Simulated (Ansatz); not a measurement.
Ir, one cell by several methods

```xyz
1
Lattice="0.0000 1.9197 1.9389 1.9197 0.0000 1.9389 1.9197 1.9197 0.0000" Properties=species:S:1:pos:R:3 pbc="T T T"
Ir    0.0000    0.0000    0.0000
```

The cell comes from COD entry 9008470, which wasn't checked; take it as a given geometry. The listed cell was then made from it by scaling, straining or moving an atom.

No spin–orbit coupling, which matters for the heavy atoms here.

Methods: DFT, PBE, PAW with Ansatz's default frozen-core files, scalar-relativistic (Ansatz 0.2.0); DFT, PBE, all-electron LAPW, scalar-relativistic (Ansatz 0.2.0).

For PAW: a Γ-centred 15×15×15 k mesh, Fermi–Dirac smearing of 0.05 eV, cutoff 420 eV, no spin polarisation. LAPW targets a basis error of 0.5 meV/atom. The Ansatz runs share mesh, smearing and spin set-up. Plane-wave (PAW) pressures include the program's estimate of the Pulay term.

Stress and pressure are positive in compression.

PAW results:

```json
{"quantity": "pressure (GPa)", "PAW": "5.12"}
{"quantity": "stress xx (GPa)", "PAW": "6.40"}
{"quantity": "stress zz (GPa)", "PAW": "2.56"}
```

Task: What does LAPW (all electrons) give for the same quantities?

Result: 
```csv
quantity,LAPW
pressure (GPa),5.06
stress xx (GPa),6.34
stress zz (GPa),2.50
```
